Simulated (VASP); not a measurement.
# Ca: equation of state with PBE

Crystal: Ca.

```xyz
1
Lattice="0.0000 2.7942 2.7942 2.7942 0.0000 2.7942 2.7942 2.7942 0.0000" Properties=species:S:1:pos:R:3 pbc="T T T"
Ca    0.0000    0.0000    0.0000
```

| Item | Value |
| --- | --- |
| Program | VASP 6.6.1 |
| Task | equation of state |
| Functional | PBE |
| Potentials or basis | VASP PAW PBE potentials, release 64 (Ca_sv) |
| Cutoff | 520 eV |
| k mesh | 8 × 8 × 8 |
| Occupations | fermi-dirac, width 0.05 eV |
| Spin | no spin polarisation |
| Further INCAR settings | ALGO = Normal; EDIFF = 1e-07; NBANDS = 11 |

The equilibrium volume is 42.26 Å³/atom, the bulk modulus is 17.2 GPa and the pressure derivative of the bulk modulus is 3.3.

Energy against volume, from the lowest point:
```csv
volume (Å³/atom),energy (meV/atom)
41.014,1.87
41.886,0.00
42.759,0.14
43.632,2.12
44.504,5.78
45.377,10.97
46.250,17.58
```

All runs of the series together: 91 s on 1 thread of Intel(R) Xeon(R) Platinum 8488C (Sapphire Rapids), on a shared host.
